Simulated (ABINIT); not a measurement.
# ZnS (F-43m) in ABINIT: single point with PBE

Aim: the single point of ZnS with PBE.

All numbers are computed with ABINIT 10.8.3 (patched build); they aren't measurements. Logs are shortened: lines on timing, memory, paths and dates and some standing lists are left out, and cuts for length are marked. The log counts tension as positive stress, the text compression.

**The experiment to reproduce.**

“Electronic, vibrational, and thermodynamic properties of ZnS (zincblende and rocksalt structure)”, 2009, arxiv:0911.5022 quotes, for a bulk crystal of ZnS at 19 K: band gap 3.85 eV (direct).

The runs below are set against these values where they give the same quantity.

## (1) Starting point

The structure is cubic, space group F-43m (No. 216). The conventional cell has a = 5.404 Å, b = 5.404 Å, c = 5.404 Å, α = 90.00°, β = 90.00°, γ = 90.00°. Zn (site symmetry -43m) is surrounded by 4 S at 2.34 Å. S (site symmetry -43m) has 4 Zn at 2.34 Å as nearest neighbours.

## (2) Single point, PBE

Input file run.abi:

```
# Pseudopotentials
pp_dirpath "./"
pseudos "Zn.upf, S.upf"

# Structure
acell 3.8212050455 3.8212050455 3.8212050455 Angstrom
rprim
     0.0000000000     0.7071067812     0.7071067812
     0.7071067812     0.0000000000     0.7071067812
     0.7071067812     0.7071067812     0.0000000000
ntypat 2
znucl 30 16
natom 2
typat 1 2
xred
     0.7500000000     0.7500000000     0.7500000000
     0.0000000000     0.0000000000     0.0000000000

# Plane-wave basis
ecut 1034.032677 eV

# k points
kptopt 1
ngkpt 7 7 7
nshiftk 1
shiftk 0.0 0.0 0.0

# Exchange and correlation
ixc 11

# Bands and occupations
nband 17
occopt 3
tsmear 0.00183747

# SCF cycle
nstep 100
tolvrs 1.0e-10

# Output
iomode 3
prtwf 0
prtden 0
prteig 0
prtebands 0
enunit 2
```

Potentials or basis: PseudoDojo NC SR PBE v0.4.1 standard.

The run is started by

```
abinit run.abi > log 2>&1
```

run.abo:

```text
.Version 10.8.3 of ABINIT
 Symmetries : space group F-4 3 m (#216); Bravais cF (face-center cubic)
================================================================================
 Values of the parameters that define the memory need of the present run
     intxc =       0    ionmov =       0      iscf =       7    lmnmax =       6
     lnmax =       6     mgfft =      45  mpssoang =       3    mqgrid =    3001
     natom =       2  nloc_mem =       1    nspden =       1   nspinor =       1
    nsppol =       1      nsym =      24    n1xccc =    2501    ntypat =       2
    occopt =       3   xclevel =       2
       mpw =        3002          nfft =       91125          nkpt =          20
================================================================================
================================================================================

--------------------------------------------------------------------------------
------------- Echo of variables that govern the present computation ------------
--------------------------------------------------------------------------------
 -outvars: echo values of preprocessed input variables --------
            acell      7.2210310069E+00  7.2210310069E+00  7.2210310069E+00 Bohr
              amu      6.53900000E+01  3.20660000E+01
             ecut      3.80000000E+01 Hartree
           enunit           2
              ixc          11
         kptrlatt        7    0    0      0    7    0      0    0    7
          kptrlen      5.05472170E+01
            natom           2
            nband          17
            ngfft          45      45      45
             nkpt          20
            nstep         100
             nsym          24
           ntypat           2
           occopt           3
           prtden           0
        prtebands           0
           prteig           0
            prtwf           0
            rprim      0.0000000000E+00  7.0710678120E-01  7.0710678120E-01
                       7.0710678120E-01  0.0000000000E+00  7.0710678120E-01
                       7.0710678120E-01  7.0710678120E-01  0.0000000000E+00
          spgroup         216
           tolvrs      1.00000000E-10
           tsmear      1.83747000E-03 Hartree
            typat      1  2
           xangst      4.0530000000E+00  4.0530000000E+00  4.0530000000E+00
                       0.0000000000E+00  0.0000000000E+00  0.0000000000E+00
            xcart      7.6590599884E+00  7.6590599884E+00  7.6590599884E+00
                       0.0000000000E+00  0.0000000000E+00  0.0000000000E+00
             xred      7.5000000000E-01  7.5000000000E-01  7.5000000000E-01
                       0.0000000000E+00  0.0000000000E+00  0.0000000000E+00
            znucl       30.00000   16.00000

================================================================================

 chkinp: Checking input parameters for consistency.

================================================================================
== DATASET  1 ==================================================================

--- !DatasetInfo
iteration_state: {dtset: 1, }
dimensions: {natom: 2, nkpt: 20, mband: 17, nsppol: 1, nspinor: 1, nspden: 1, mpw: 3002, }
cutoff_energies: {ecut:  38.0, pawecutdg:  -1.0, }
electrons: {nelect:   2.60000000E+01, charge:   0.00000000E+00, occopt:   3.00000000E+00, tsmear:   1.83747000E-03, }
meta: {optdriver: 0, ionmov: 0, optcell: 0, iscf: 7, paral_kgb: 0, }
...

 Exchange-correlation functional for the present dataset will be:
  GGA: Perdew-Burke-Ernzerhof functional - ixc=11
  J.P.Perdew, K.Burke, M.Ernzerhof, PRL 77, 3865 (1996)

 Real(R)+Recip(G) space primitive vectors, cartesian coordinates (Bohr,Bohr^-1):
 R(1)=  0.0000000  5.1060400  5.1060400  G(1)= -0.0979232  0.0979232  0.0979232
 R(2)=  5.1060400  0.0000000  5.1060400  G(2)=  0.0979232 -0.0979232  0.0979232
 R(3)=  5.1060400  5.1060400  0.0000000  G(3)=  0.0979232  0.0979232 -0.0979232
 Unit cell volume ucvol=  2.6624572E+02 bohr^3
 Angles (23,13,12)=  6.00000000E+01  6.00000000E+01  6.00000000E+01 degrees

 getcut: wavevector=  0.0000  0.0000  0.0000  ngfft=  45  45  45
         ecut(hartree)=     38.000   => boxcut(ratio)=   2.19582

--- Pseudopotential description ------------------------------------------------
- pspini: atom type   1  psp file is ./Zn.upf
12 -101130 2 -1 1326                          pspcod,pspxc,lmax,lloc,mmax
     nproj     2     2     2

- pspini: atom type   2  psp file is ./S.upf
12 -101130 2 -1 1146                          pspcod,pspxc,lmax,lloc,mmax
     nproj     2     2     2

   9.28196294E+02                                ecore*ucvol(ha*bohr**3)
--------------------------------------------------------------------------------

================================================================================

--- !BeginCycle
iteration_state: {dtset: 1, }
solver: {iscf: 7, nstep: 100, nline: 4, wfoptalg: 0, }
tolerances: {tolvrs: 1.00E-10, }
...

     iter   Etot(hartree)      deltaE(h)  residm     vres2
 ETOT  1  -218.06867336948    -2.181E+02 3.170E-01 4.561E+03
 ETOT  2  -219.16597335709    -1.097E+00 1.960E-01 7.521E+03
 ETOT  3  -220.02210042716    -8.561E-01 1.752E-02 9.849E+02
 ETOT  4  -220.09462058798    -7.252E-02 4.013E-03 3.728E+02
 ETOT  5  -220.13550350214    -4.088E-02 1.395E-03 2.845E+01
 ETOT  6  -220.13851297927    -3.009E-03 4.438E-04 2.992E+00
 ETOT  7  -220.13887113387    -3.582E-04 1.031E-04 1.827E-01
 ETOT  8  -220.13889296866    -2.183E-05 4.179E-05 2.745E-02
 ETOT  9  -220.13889667888    -3.710E-06 1.203E-04 4.776E-04
 ETOT 10  -220.13889674529    -6.641E-08 3.272E-05 3.571E-07
 ETOT 11  -220.13889674540    -1.164E-10 1.168E-04 5.172E-08
 ETOT 12  -220.13889674541    -6.878E-12 3.606E-05 2.632E-09
 ETOT 13  -220.13889674541    -4.150E-12 1.204E-04 3.071E-11

 At SCF step   13       vres2   =  3.07E-11 < tolvrs=  1.00E-10 =>converged.

 Cartesian components of stress tensor (hartree/bohr^3)
  sigma(1 1)= -3.96407863E-05  sigma(3 2)=  0.00000000E+00
  sigma(2 2)= -3.96407863E-05  sigma(3 1)=  0.00000000E+00
  sigma(3 3)= -3.96407863E-05  sigma(2 1)=  0.00000000E+00

--- !ResultsGS
iteration_state: {dtset: 1, }
comment   : Summary of ground state results
lattice_vectors:
- [  0.0000000,   5.1060400,   5.1060400, ]
- [  5.1060400,   0.0000000,   5.1060400, ]
- [  5.1060400,   5.1060400,   0.0000000, ]
lattice_lengths: [   7.22103,    7.22103,    7.22103, ]
lattice_angles: [ 60.000,  60.000,  60.000, ] # degrees, (23, 13, 12)
lattice_volume:   2.6624572E+02
convergence: {deltae: -4.150E-12, res2:  3.071E-11, residm:  1.204E-04, diffor: null, }
etotal    :  -2.20138897E+02
entropy   :   0.00000000E+00
fermie    :   1.74226731E-01
cartesian_stress_tensor: # hartree/bohr^3
- [ -3.96407863E-05,   0.00000000E+00,   0.00000000E+00, ]
- [  0.00000000E+00,  -3.96407863E-05,   0.00000000E+00, ]
- [  0.00000000E+00,   0.00000000E+00,  -3.96407863E-05, ]
pressure_GPa:   1.1663E+00
xred      :
- [  7.5000E-01,   7.5000E-01,   7.5000E-01, Zn]
- [  0.0000E+00,   0.0000E+00,   0.0000E+00,  S]
cartesian_forces: # hartree/bohr
- [ -0.00000000E+00,  -0.00000000E+00,  -0.00000000E+00, ]
- [ -0.00000000E+00,  -0.00000000E+00,  -0.00000000E+00, ]
force_length_stats: {min:   0.00000000E+00, max:   0.00000000E+00, mean:   0.00000000E+00, }
...

 Integrated electronic density in atomic spheres:
 ------------------------------------------------
 Atom  Sphere_radius  Integrated_density
    1        2.00000         18.11567111
    2        2.00000          3.95051826
================================================================================

 ----iterations are completed or convergence reached----

 Mean square residual over all n,k,spin=   35.427E-08; max=  12.037E-05
 reduced coordinates (array xred) for    2 atoms
       0.750000000000      0.750000000000      0.750000000000
       0.000000000000      0.000000000000      0.000000000000
 rms dE/dt=  0.0000E+00; max dE/dt=  0.0000E+00; dE/dt below (all hartree)
    1       0.000000000000      0.000000000000      0.000000000000
    2       0.000000000000      0.000000000000      0.000000000000

 cartesian coordinates (angstrom) at end:
    1      4.05300000004306     4.05300000004306     4.05300000004306
    2      0.00000000000000     0.00000000000000     0.00000000000000

 cartesian forces (hartree/bohr) at end:
    1     -0.00000000000000    -0.00000000000000    -0.00000000000000
    2     -0.00000000000000    -0.00000000000000    -0.00000000000000
 frms,max,avg= 0.0000000E+00 0.0000000E+00   0.000E+00  0.000E+00  0.000E+00 h/b

 cartesian forces (eV/Angstrom) at end:
    1     -0.00000000000000    -0.00000000000000    -0.00000000000000
    2     -0.00000000000000    -0.00000000000000    -0.00000000000000
 frms,max,avg= 0.0000000E+00 0.0000000E+00   0.000E+00  0.000E+00  0.000E+00 e/A
 length scales=  7.221031006932  7.221031006932  7.221031006932 bohr
              =  3.821205045500  3.821205045500  3.821205045500 angstroms
 Fermi (or HOMO) energy (hartree) =   0.17423   Average Vxc (hartree)=  -0.36259
 Eigenvalues (hartree) for nkpt=  20  k points:
 kpt#   1, nband= 17, wtk=  0.00292, kpt=  0.0000  0.0000  0.0000 (reduced coord)
  -4.45567   -2.77103   -2.77103   -2.77103   -0.34849   -0.09850   -0.09850   -0.09850
  -0.08027   -0.08027    0.13428    0.13428    0.13428    0.21192    0.36870    0.36870
   0.36870
      occupation numbers for kpt#   1
   2.00000    2.00000    2.00000    2.00000    2.00000    2.00000    2.00000    2.00000
   2.00000    2.00000    2.00000    2.00000    2.00000    0.00000    0.00000    0.00000
   0.00000
 prteigrs : prtvol=0 or 1, do not print more k-points.

 Fermi (or HOMO) energy (eV) =   4.74095   Average Vxc (eV)=  -9.86654
 Eigenvalues (   eV  ) for nkpt=  20  k points:
 kpt#   1, nband= 17, wtk=  0.00292, kpt=  0.0000  0.0000  0.0000 (reduced coord)
-121.24506  -75.40348  -75.40348  -75.40348   -9.48289   -2.68045   -2.68045   -2.68045
  -2.18418   -2.18418    3.65390    3.65390    3.65390    5.76662   10.03291   10.03291
  10.03291
 prteigrs : prtvol=0 or 1, do not print more k-points.

--- !EnergyTerms
iteration_state     : {dtset: 1, }
comment             : Components of total free energy in Hartree
kinetic             :  9.63293835255056E+01
hartree             :  9.22938741579574E+01
xc                  : -2.56676953181364E+01
Ewald energy        : -1.07297656326798E+02
psp_core            :  3.48623933282929E+00
local_psp           : -2.32586976054473E+02
non_local_psp       : -4.66960660622965E+01
internal            : -2.20138896745412E+02
'-kT*entropy'       : -5.90221567008960E-13
total_energy        : -2.20138896745413E+02
total_energy_eV     : -5.99028454710355E+03
band_energy         : -2.67600159524433E+01
...

 Cartesian components of stress tensor (hartree/bohr^3)
  sigma(1 1)= -3.96407863E-05  sigma(3 2)=  0.00000000E+00
  sigma(2 2)= -3.96407863E-05  sigma(3 1)=  0.00000000E+00
  sigma(3 3)= -3.96407863E-05  sigma(2 1)=  0.00000000E+00

-Cartesian components of stress tensor (GPa)         [Pressure=  1.1663E+00 GPa]
- sigma(1 1)= -1.16627220E+00  sigma(3 2)=  0.00000000E+00
- sigma(2 2)= -1.16627220E+00  sigma(3 1)=  0.00000000E+00
- sigma(3 3)= -1.16627220E+00  sigma(2 1)=  0.00000000E+00

== END DATASET(S) ==============================================================
================================================================================

 -outvars: echo values of variables after computation  --------
            acell      7.2210310069E+00  7.2210310069E+00  7.2210310069E+00 Bohr
           etotal     -2.2013889675E+02
            fcart     -0.0000000000E+00 -0.0000000000E+00 -0.0000000000E+00
                      -0.0000000000E+00 -0.0000000000E+00 -0.0000000000E+00
            rprim      0.0000000000E+00  7.0710678120E-01  7.0710678120E-01
                       7.0710678120E-01  0.0000000000E+00  7.0710678120E-01
                       7.0710678120E-01  7.0710678120E-01  0.0000000000E+00
           strten     -3.9640786256E-05 -3.9640786256E-05 -3.9640786256E-05
                       0.0000000000E+00  0.0000000000E+00  0.0000000000E+00
           xangst      4.0530000000E+00  4.0530000000E+00  4.0530000000E+00
                       0.0000000000E+00  0.0000000000E+00  0.0000000000E+00
             xred      7.5000000000E-01  7.5000000000E-01  7.5000000000E-01
                       0.0000000000E+00  0.0000000000E+00  0.0000000000E+00
 Calculation completed.
```

It took 50 s on 1 thread of Arm Neoverse V1, shared host; peak memory 0.09 GiB.

What came out:

- Free energy: -5990.2845 eV
- Band gap on the k mesh: 2.11 eV, direct
- Valence electrons inside the program's atomic spheres: Zn 18.12; S 3.95

Caveat: the cutoff is too short for stress, so the log's stress isn't used.

## (3) How close it comes

Step 2. Measured gap of ZnS: 3.85 eV (direct; 19 K; quoted in “Electronic, vibrational, and thermodynamic properties of ZnS (zincblende and rocksalt structure)”, 2009, arxiv:0911.5022). This calculation gives 2.11 eV (-1.74 eV). The value is that of PBE, without temperature or zero-point motion. Semilocal functionals fall short of measured gaps as a rule.
